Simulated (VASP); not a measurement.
Here is a VASP 6.6.1 calculation.

The input POSCAR:

```
LiH
1.0
    0.0000000000      2.0367500000      2.0367500000
    2.0367500000      0.0000000000      2.0367500000
    2.0367500000      2.0367500000      0.0000000000
Li H
1 1
Cartesian
    0.0000000000      0.0000000000      0.0000000000
    2.0367500000      2.0367500000      2.0367500000
```

INCAR.step1

```
SYSTEM = LiH
ALGO = Normal
EDIFF = 1E-5
ENCUT = 520
GGA = PE
ISIF = 2
ISMEAR = 0
LASPH = .TRUE.
LREAL = .FALSE.
LWAVE = .TRUE.
NELM = 80
PREC = Accurate
SIGMA = 0.05
```

Contents of INCAR.step2:

```
SYSTEM = LiH
AEXX = 0.5
ALGO = Normal
BPARAM = 11.95
CPARAM = 0.0093
EDIFF = 1E-6
ENCUT = 520
HFRCUT = -1
ISIF = 2
ISMEAR = 0
ISTART = 1
IVDW_NL = 2
LASPH = .TRUE.
LCHARG = .TRUE.
LELF = .TRUE.
LHFCALC = .TRUE.
LMIXTAU = .TRUE.
LORBIT = 11
LREAL = .FALSE.
LUSE_VDW = .TRUE.
LVHAR = .TRUE.
LWAVE = .FALSE.
METAGGA = R2SCAN
NELM = 80
PREC = Accurate
PRECFOCK = Fast
SIGMA = 0.05
```

KPOINTS

```
k-points
0
G
  6 6 6
  0 0 0
```

Potentials or basis: VASP PAW PBE potentials, release 64 (Li_sv, H).

Command:

```sh
$ cat potpaw_PBE.64/Li_sv/POTCAR potpaw_PBE.64/H/POTCAR > POTCAR
$ cp INCAR.step1 INCAR
$ mpirun -np 1 vasp_std > vasp.out
$ cp INCAR.step2 INCAR
$ mpirun -np 1 vasp_std > vasp.out
```

**Question.** Estimate the band gap on the k mesh.

**Answer.** 6.62 eV, direct.

Caveat: the k mesh is coarse (spacing up to 0.45 Å⁻¹), so the values aren't converged, least of all with exact exchange. A k mesh can miss the band edges.
